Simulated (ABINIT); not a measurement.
BN:

```
N B
1.0
     1.25112    0.72234    3.37293
    -1.25112    0.72234    3.37293
     0.00000   -1.44467    3.37293
N B
1 1
Direct
  0.66724 0.66724 0.66724
  0.00033 0.00033 0.00033
```

The cell is a database's computed one.

Base run:

```yaml
Program: ABINIT 10.8.3 (patched build)
Functional: LDA
Potentials_or_basis: JTH PAW LDA v2.0
Cutoff: 707 eV
k_mesh: 12 × 12 × 12
Occupations: fermi-dirac, width 0.05 eV
Spin: no spin polarisation
```

Its results: band gap on the k mesh 4.09 eV, indirect (least direct gap 4.55 eV); pressure -4.2 GPa; largest force 0.005 eV/Å.

Problem. The run is repeated on the same cell with these changes: functional from LDA to PBEsol; potentials or basis from JTH PAW LDA v2.0 to JTH PAW PBE v2.0. What comes out?

Solution. Band gap on the k mesh 4.17 eV, indirect (least direct gap 4.62 eV); pressure 1.1 GPa; largest force 0.004 eV/Å.

Caveats: the atomic spheres overlap; the PAW data sets were made with another functional, which shifts forces and pressure a little (some runs).

A k mesh can miss the band edges.
